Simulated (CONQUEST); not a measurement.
Crystal: TePb.

```xyz
8
Lattice="4.5706 0.0000 0.0000 0.0000 7.9150 0.0000 0.0000 0.0000 7.9717" Properties=species:S:1:pos:R:3 pbc="T T T"
Pb    1.1426    1.9887    7.9595
Pb    1.1426    1.9688    3.9737
Pb    3.4279    5.9462    3.9981
Pb    3.4279    5.9263    0.0122
Te    1.1426    7.2550    5.9875
Te    1.1426    4.6175    2.0017
Te    3.4279    3.2975    5.9701
Te    3.4279    0.6600    1.9842
```

The cell comes from a database or a generator and needn't be the stable form of this composition.

- Program: CONQUEST 1.3
- Task: single point
- Functional: PBE
- Potentials or basis: PseudoDojo NC PBE, DZP, grid cutoff 120 Ha
- k mesh: 6 × 4 × 4
- Occupations: fermi-dirac, width 0.05 eV
- Spin: no spin polarisation

On this cell: pressure 0.3 GPa; largest force 0.011 eV/Å; band gap on the k mesh 0.15 eV.

The same run follows on a disturbed copy (atoms moved at random, drawn with an rms of 0.05 Å):

```xyz
8
Lattice="4.5706 0.0000 0.0000 0.0000 7.9150 0.0000 0.0000 0.0000 7.9717" Properties=species:S:1:pos:R:3 pbc="T T T"
Pb    1.1344    1.9914    0.0496
Pb    1.1415    1.9667    3.9778
Pb    3.4432    5.9624    4.0309
Pb    3.4401    5.9425    0.0132
Te    1.1262    7.2880    6.0334
Te    1.0864    4.6342    1.9914
Te    3.4564    3.2834    5.9970
Te    3.4425    0.6669    2.0318
```

Question: What changes?

Answer: The energy moves by +1.9 meV/atom; pressure 0.3 GPa; largest force 0.191 eV/Å; band gap on the k mesh 0.15 eV.

Forces in eV/Å, atoms in the order of the input:
```
Pb   0.024  0.043 -0.139
Pb   0.017  0.075  0.132
Pb  -0.046 -0.062 -0.012
Pb  -0.061 -0.036  0.023
Te   0.007 -0.029 -0.114
Te   0.143  0.031  0.123
Te  -0.064  0.031  0.030
Te  -0.018 -0.049 -0.042
```

Stress tensor (GPa, compression positive):
```
 0.24 -0.09  0.02
-0.09  0.22  0.01
 0.02  0.01  0.58
```

Caveats: spin-orbit coupling is left out, which as a rule narrows the gap of such compounds by several tenths of an eV; the basis of atomic orbitals isn't converged, which shifts pressures, moduli and gaps.

A k mesh can miss the band edges.
